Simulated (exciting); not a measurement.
# Si (Fd-3m) in exciting: notebook, part 2 of 4

exciting (release sodium). Earlier steps stand in the parts before.

## Step 3: Density of states, WC

run_exciting.py

```python
import subprocess
import xml.etree.ElementTree as ET
from ase.io import read
from ase.units import Bohr

atoms = read("Si.cif")
import spglib
from ase import Atoms
cell, positions, numbers = spglib.find_primitive((atoms.cell[:], atoms.get_scaled_positions(), atoms.numbers), symprec=1e-5)
atoms = Atoms(numbers, cell=cell, scaled_positions=positions, pbc=True)
rmt = {'Si': 2.0}  # bohr
tasks = """
<groundstate do="fromscratch" ngridk="8 8 8" rgkmax="6.5" gmaxvr="14" lmaxapw="10" lmaxmat="10" lmaxvr="8" stype="Fermi Dirac" swidth="0.00367493" nempty="10" ValenceRelativity="iora*" epsengy="1e-05" epspot="1e-05" maxscl="60" outputlevel="high">
  <libxc exchange="XC_GGA_X_WC" correlation="XC_GGA_C_PBE"/>
</groundstate>
<properties>
  <dos nwdos="400" winddos="-0.4 0.4" inttype="tetra" ngrdos="100" nsmdos="0" lmirep="true"/>
</properties>
"""

root = ET.Element("input")
ET.SubElement(root, "title").text = "Si"
structure = ET.SubElement(root, "structure", speciespath="./", tshift="false")
crystal = ET.SubElement(structure, "crystal", scale="1.0")
for vector in atoms.cell / Bohr:
    ET.SubElement(crystal, "basevect").text = " ".join(f"{x:.12f}" for x in vector)
symbols = atoms.get_chemical_symbols()
for element in dict.fromkeys(symbols):
    species = ET.SubElement(structure, "species", speciesfile=element + ".xml", rmt=str(rmt[element]))
    for symbol, position in zip(symbols, atoms.get_scaled_positions(wrap=False)):
        if symbol == element:
            ET.SubElement(species, "atom", coord=" ".join(f"{x:.12f}" for x in position))
root.extend(ET.fromstring("<tasks>" + tasks + "</tasks>"))
ET.indent(root)
ET.ElementTree(root).write("input.xml")
subprocess.run(["exciting_smp"], check=True)
```

Si.cif

```cif
data_Si
_cell_length_a 5.44370237
_cell_length_b 5.44370237
_cell_length_c 5.44370237
_cell_angle_alpha 90.00000000
_cell_angle_beta 90.00000000
_cell_angle_gamma 90.00000000
_space_group_name_H-M_alt 'Fd-3m'
_space_group_name_Hall 'F 4d 2 3 -1d'
_space_group_IT_number 227
loop_
_space_group_symop_operation_xyz
'x,y,z'
'-y+1/4,x+1/4,z+1/4'
'-x,-y+1/2,z+1/2'
'y+3/4,-x+1/4,z+3/4'
'x,-y,-z'
'-y+1/4,-x+3/4,-z+3/4'
'-x,y+1/2,-z+1/2'
'y+3/4,x+3/4,-z+1/4'
'z,x,y'
'z+1/4,-y+1/4,x+1/4'
'z+1/2,-x,-y+1/2'
'z+3/4,y+3/4,-x+1/4'
'-z,x,-y'
'-z+3/4,-y+1/4,-x+3/4'
'-z+1/2,-x,y+1/2'
'-z+1/4,y+3/4,x+3/4'
'y,z,x'
'x+1/4,z+1/4,-y+1/4'
'-y+1/2,z+1/2,-x'
'-x+1/4,z+3/4,y+3/4'
'-y,-z,x'
'-x+3/4,-z+3/4,-y+1/4'
'y+1/2,-z+1/2,-x'
'x+3/4,-z+1/4,y+3/4'
'-x+1/4,-y+1/4,-z+1/4'
'y,-x,-z'
'x+1/4,y+3/4,-z+3/4'
'-y+1/2,x,-z+1/2'
'-x+1/4,y+1/4,z+1/4'
'y,x+1/2,z+1/2'
'x+1/4,-y+3/4,z+3/4'
'-y+1/2,-x+1/2,z'
'-z+1/4,-x+1/4,-y+1/4'
'-z,y,-x'
'-z+3/4,x+1/4,y+3/4'
'-z+1/2,-y+1/2,x'
'z+1/4,-x+1/4,y+1/4'
'z+1/2,y,x+1/2'
'z+3/4,x+1/4,-y+3/4'
'z,-y+1/2,-x+1/2'
'-y+1/4,-z+1/4,-x+1/4'
[... 89 lines left out ...]
'-z+1/4,x+1/4,y+1/4'
'-z,-y+1/2,x+1/2'
'z+3/4,-x+1/4,y+3/4'
'z,y,x'
'z+1/4,x+1/4,-y+1/4'
'z+1/2,-y+1/2,-x'
'-y+3/4,-z+1/4,-x+3/4'
'-x+1/2,-z,y+1/2'
'y+1/4,-z+3/4,x+3/4'
'x+1/2,-z+1/2,-y'
'y+3/4,z+1/4,-x+3/4'
'x,z+1/2,y+1/2'
'-y+1/4,z+3/4,x+3/4'
'-x,z,-y'
'x+1/2,y+1/2,z'
'-y+3/4,x+3/4,z+1/4'
'-x+1/2,-y,z+1/2'
'y+1/4,-x+3/4,z+3/4'
'x+1/2,-y+1/2,-z'
'-y+3/4,-x+1/4,-z+3/4'
'-x+1/2,y,-z+1/2'
'y+1/4,x+1/4,-z+1/4'
'z+1/2,x+1/2,y'
'z+3/4,-y+3/4,x+1/4'
'z,-x+1/2,-y+1/2'
'z+1/4,y+1/4,-x+1/4'
'-z+1/2,x+1/2,-y'
'-z+1/4,-y+3/4,-x+3/4'
'-z,-x+1/2,y+1/2'
'-z+3/4,y+1/4,x+3/4'
'y+1/2,z+1/2,x'
'x+3/4,z+3/4,-y+1/4'
'-y,z,-x'
'-x+3/4,z+1/4,y+3/4'
'-y+1/2,-z+1/2,x'
'-x+1/4,-z+1/4,-y+1/4'
'y,-z,-x'
'x+1/4,-z+3/4,y+3/4'
'-x+3/4,-y+3/4,-z+1/4'
'y+1/2,-x+1/2,-z'
'x+3/4,y+1/4,-z+3/4'
'-y,x+1/2,-z+1/2'
'-x+3/4,y+3/4,z+1/4'
'y+1/2,x,z+1/2'
'x+3/4,-y+1/4,z+3/4'
'-y,-x,z'
'-z+3/4,-x+3/4,-y+1/4'
'-z+1/2,y+1/2,-x'
'-z+1/4,x+3/4,y+3/4'
'-z,-y,x'
'z+3/4,-x+3/4,y+1/4'
'z,y+1/2,x+1/2'
'z+1/4,x+3/4,-y+3/4'
'z+1/2,-y,-x+1/2'
'-y+3/4,-z+3/4,-x+1/4'
'-x+1/2,-z+1/2,y'
'y+1/4,-z+1/4,x+1/4'
'x+1/2,-z,-y+1/2'
'y+3/4,z+3/4,-x+1/4'
'x,z,y'
'-y+1/4,z+1/4,x+1/4'
'-x,z+1/2,-y+1/2'
loop_
_atom_site_label
_atom_site_type_symbol
_atom_site_symmetry_multiplicity
_atom_site_Wyckoff_symbol
_atom_site_fract_x
_atom_site_fract_y
_atom_site_fract_z
_atom_site_occupancy
Si1 Si 8 a 0.5000000000 0.0000000000 0.5000000000 1
```

Potentials or basis: all-electron LAPW+lo, shipped species files, valence relativity iora*.

Started as:

```sh
$ OMP_NUM_THREADS=1 python run_exciting.py
```

Standard output:

```text
================================================================================
EXCITING SODIUM started
[... 10 lines left out ...]

 Lattice vectors (cartesian) :
      0.0000000000      5.1435532949      5.1435532949
      5.1435532949      0.0000000000      5.1435532949
      5.1435532949      5.1435532949      0.0000000000

 Reciprocal lattice vectors (cartesian) :
     -0.6107825609      0.6107825609      0.6107825609
      0.6107825609     -0.6107825609      0.6107825609
[... 486 lines left out ...]
++++++++++++++++++++++++++++++++++++++++++++++++++++++++++++++++++++++++++++++++
 Total energy                               :      -579.63185886
 _______________________________________________________________
 Fermi energy                               :         0.20179984
 Kinetic energy                             :       581.19188316
 Coulomb energy                             :     -1119.53080118
 Exchange energy                            :       -40.19880194
 Correlation energy                         :        -1.09413890
 Sum of eigenvalues                         :      -316.78638648
 Effective potential energy                 :      -897.97826964
 Coulomb potential energy                   :      -844.27033042
 xc potential energy                        :       -53.70793922
 Hartree energy                             :       186.26643921
 Electron-nuclear energy                    :     -1216.80320883
 Nuclear-nuclear energy                     :       -88.99403155
 Madelung energy                            :      -697.39563597
 Core-electron kinetic energy               :         0.00000000

 DOS at Fermi energy (states/Ha/cell)       :         0.88691666

 Electron charges :
     core                                   :        20.00000000
     core leakage                           :         0.00745820
     valence                                :         8.00000000
     interstitial                           :         4.46406501
     charge in muffin-tin spheres :
                  atom     1    Si          :        11.76796749
                  atom     2    Si          :        11.76796749
     total charge in muffin-tins            :        23.53593499
     total charge                           :        28.00000000

++++++++++++++++++++++++++++++++++++++++++++++++++++++++++++++++++++++++++++++++
[... 9 lines left out ...]
| EXCITING SODIUM stopped                                                      =
================================================================================
```

input.xml:

```text
<input>
  <title>Si</title>
  <structure speciespath="./" tshift="false">
    <crystal scale="1.0">
      <basevect>0.000000000000 5.143553294935 5.143553294935</basevect>
      <basevect>5.143553294935 0.000000000000 5.143553294935</basevect>
      <basevect>5.143553294935 5.143553294935 0.000000000000</basevect>
    </crystal>
    <species speciesfile="Si.xml" rmt="2.0">
      <atom coord="0.000000000000 0.000000000000 -0.000000000000" />
      <atom coord="0.250000000000 0.250000000000 0.250000000000" />
    </species>
  </structure>
  <groundstate do="fromscratch" ngridk="8 8 8" rgkmax="6.5" gmaxvr="14" lmaxapw="10" lmaxmat="10" lmaxvr="8" stype="Fermi Dirac" swidth="0.00367493" nempty="10" ValenceRelativity="iora*" epsengy="1e-05" epspot="1e-05" maxscl="60" outputlevel="high">
    <libxc exchange="XC_GGA_X_WC" correlation="XC_GGA_C_PBE" />
  </groundstate>
  <properties>
    <dos nwdos="400" winddos="-0.4 0.4" inttype="tetra" ngrdos="100" nsmdos="0" lmirep="true" />
  </properties>
</input>
```

Wall time 22 s (1 thread of Arm Neoverse V2, shared host); peak memory 0.13 GiB.

Results:

- Free energy: -15772.5880 eV
- Band gap on the k mesh: 0.54 eV, indirect (least direct gap 2.54 eV)
- All electrons inside the program's atomic spheres: Si 11.77 (radii Si 2.0 bohr)

States per cell in windows of 0.5 eV (zero at the valence-band top; states under -8 eV left out):
```tsv
from (eV)	total	Si1 p	Si2 p	Si1 s	Si2 s	Si1 d	Si2 d
-8.0	0.08	0.00	0.00	0.02	0.02	0.00	0.00
-7.5	0.20	0.01	0.01	0.04	0.04	0.00	0.00
-7.0	0.56	0.04	0.04	0.09	0.09	0.00	0.00
-6.5	0.32	0.03	0.03	0.05	0.05	0.00	0.00
-6.0	0.22	0.02	0.02	0.03	0.03	0.00	0.00
-5.5	0.17	0.02	0.02	0.02	0.02	0.00	0.00
-5.0	0.13	0.01	0.01	0.02	0.02	0.00	0.00
-4.5	0.34	0.05	0.05	0.01	0.01	0.00	0.00
-4.0	0.58	0.09	0.09	0.02	0.02	0.00	0.00
-3.5	0.59	0.10	0.10	0.01	0.01	0.00	0.00
-3.0	0.71	0.13	0.13	0.01	0.01	0.01	0.01
-2.5	0.65	0.12	0.12	0.01	0.01	0.01	0.01
-2.0	0.63	0.12	0.12	0.01	0.01	0.01	0.01
-1.5	0.54	0.11	0.11	0.00	0.00	0.01	0.01
-1.0	0.26	0.05	0.05	0.00	0.00	0.01	0.01
-0.5	0.08	0.02	0.02	0.00	0.00	0.00	0.00
0.0	0.00	0.00	0.00	0.00	0.00	0.00	0.00
0.5	0.10	0.00	0.00	0.00	0.00	0.00	0.00
1.0	0.22	0.01	0.01	0.01	0.01	0.01	0.01
1.5	0.42	0.03	0.03	0.03	0.03	0.02	0.02
2.0	0.89	0.07	0.07	0.06	0.06	0.04	0.04
2.5	0.64	0.05	0.05	0.04	0.04	0.03	0.03
3.0	0.65	0.07	0.07	0.02	0.02	0.03	0.03
3.5	0.97	0.10	0.10	0.03	0.03	0.05	0.05
4.0	0.60	0.06	0.06	0.01	0.01	0.03	0.03
4.5	0.46	0.05	0.05	0.02	0.02	0.03	0.03
5.0	0.75	0.08	0.08	0.03	0.03	0.04	0.04
5.5	0.52	0.06	0.06	0.02	0.02	0.03	0.03
6.0	0.43	0.05	0.05	0.01	0.01	0.03	0.03
6.5	0.61	0.06	0.06	0.01	0.01	0.04	0.04
7.0	0.63	0.06	0.06	0.01	0.01	0.04	0.04
7.5	0.72	0.07	0.07	0.01	0.01	0.05	0.05
```

Caveat: the log's total energy holds no entropy term; the free energy is that total less TS from the occupations. A k mesh can miss the band edges.

[end of part 2 of 4]
